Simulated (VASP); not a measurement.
A run of VASP 6.6.1:

File POSCAR:

```
CdS                                     
1.0
    4.1688897967      0.0000000000      0.0000000000
   -2.0844448484      3.6103644707      0.0000000000
    0.0000000000      0.0000000000      6.7801618396
  Cd              S             
     2     2
Direct
     0.6666666699999979    0.3333333300000021    0.5001861622150443
     0.3333333300000021    0.6666666699999979    0.0001861622150443
     0.6666666699999979    0.3333333300000021    0.8768138377849510
     0.3333333300000021    0.6666666699999979    0.3768138377849510
```

Contents of INCAR.step1:

```
SYSTEM = CdS
PREC = Accurate
ENCUT = 600
EDIFF = 1E-6
ISMEAR = 0
SIGMA = 0.02
LREAL = .False.
LASPH = .True.
NELM = 120
ALGO = Fast
ISIF = 2
LWAVE = .False.
LCHARG = .True.
GGA = PE
KPAR = 4
```

Contents of KPOINTS.step1:

```
regular mesh
0
Gamma
  10 10 6
  0 0 0
```

The input INCAR.step2:

```
SYSTEM = CdS
PREC = Accurate
ENCUT = 600
EDIFF = 1E-6
ISMEAR = 0
SIGMA = 0.05
LREAL = .False.
LASPH = .True.
NELM = 120
ALGO = Fast
ISIF = 2
LWAVE = .False.
LCHARG = .False.
GGA = PE
KPAR = 4
ICHARG = 11
```

The input KPOINTS.step2:

```
path GMKGALHA,LM,KH
15
line-mode
reciprocal
 0.0000000000  0.0000000000  0.0000000000  G
 0.5000000000  0.0000000000  0.0000000000  M

 0.5000000000  0.0000000000  0.0000000000  M
 0.3333333333  0.3333333333  0.0000000000  K

 0.3333333333  0.3333333333  0.0000000000  K
 0.0000000000  0.0000000000  0.0000000000  G

 0.0000000000  0.0000000000  0.0000000000  G
 0.0000000000  0.0000000000  0.5000000000  A

 0.0000000000  0.0000000000  0.5000000000  A
 0.5000000000  0.0000000000  0.5000000000  L

 0.5000000000  0.0000000000  0.5000000000  L
 0.3333333333  0.3333333333  0.5000000000  H

 0.3333333333  0.3333333333  0.5000000000  H
 0.0000000000  0.0000000000  0.5000000000  A

 0.5000000000  0.0000000000  0.5000000000  L
 0.5000000000  0.0000000000  0.0000000000  M

 0.3333333333  0.3333333333  0.0000000000  K
 0.3333333333  0.3333333333  0.5000000000  H
```

Potentials or basis: VASP PAW PBE potentials, release 64 (Cd, S).

Command:

```sh
$ cat potpaw_PBE.64/Cd/POTCAR potpaw_PBE.64/S/POTCAR > POTCAR
$ cp INCAR.step1 INCAR
$ cp KPOINTS.step1 KPOINTS
$ mpirun -np 4 vasp_std > vasp.out
$ cp INCAR.step2 INCAR
$ cp KPOINTS.step2 KPOINTS
$ mpirun -np 4 vasp_std > vasp.out
```

Hardware: 4 MPI ranks on AMD EPYC 9R45 96-Core Processor (Zen 5) (shared host).

Question: Estimate the wall time of this run.

Answer: Run time: 56 s on 4 MPI ranks on AMD EPYC 9R45 96-Core Processor (Zen 5), with other jobs on the host, peak memory 0.44 GiB a rank. Counts: scf iterations 9, k points 135.
